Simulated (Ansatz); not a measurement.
System: cubic perovskite LaAlO3 (cubic high-temperature phase). Method: LDA in Ansatz (plane waves, PAW).

Settings: plane-wave cutoff 520 eV, 10×10×10 k mesh, Fermi–Dirac smearing 0.01 eV, scalar-relativistic PAW data made under PBE.

Computed at the level's own relaxed cell.

Problem. What does this level give for the pressure derivative B′ of the bulk modulus, equilibrium volume per atom and lattice constant a?

Solution. 
* **pressure derivative B′ of the bulk modulus**: 4.2
* **equilibrium volume per atom**: 10.45 Å³/atom
* **lattice constant a**: 3.738 Å

Note: the relaxation could not lower the start's symmetry, so the cell can be a saddle point above a distorted one.

Spin–orbit coupling is not included.

Static lattice: no zero-point or thermal effects.

The result took about 60 core-seconds (a rough figure).

Ansatz is an electronic-structure program.
